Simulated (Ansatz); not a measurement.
Nb, 1 atom in the cell. It takes space group Im-3m (No. 229, cubic). The conventional cell has a = 3.328 Å, b = 3.328 Å, c = 3.328 Å, α = 90.00°, β = 90.00°, γ = 90.00°. Nb (site symmetry m-3m) is surrounded by 8 Nb at 2.88 Å. 

```yaml
Program: Ansatz 0.2.0
Task: single point
Functional: PBE
Potentials_or_basis: all-electron LAPW, scalar-relativistic
Cutoff: 217 eV (chosen from the basis error)
Basis_error_allowed: 0.001 eV/atom
k_mesh: 11 × 11 × 11
Occupations: gaussian, width 0.021 eV
Spin: no spin polarisation
```

Potentials or basis: all-electron LAPW, scalar-relativistic.

Command:

```console
$ ansatz run input.yaml --threads 1 --pin off --max-ram 3072MiB --backend cpu --events-out ev --progress --plain --runs-dir out
```

Hardware: 1 thread of Arm Neoverse V1 (shared host).

Problem. Estimate the wall time of this run.

Solution. It took 3.9 s on 1 thread of Arm Neoverse V1 (shared host), peak memory 0.24 GiB. Counts: scf iterations 6, plane waves 135, k points 56, bands 19.
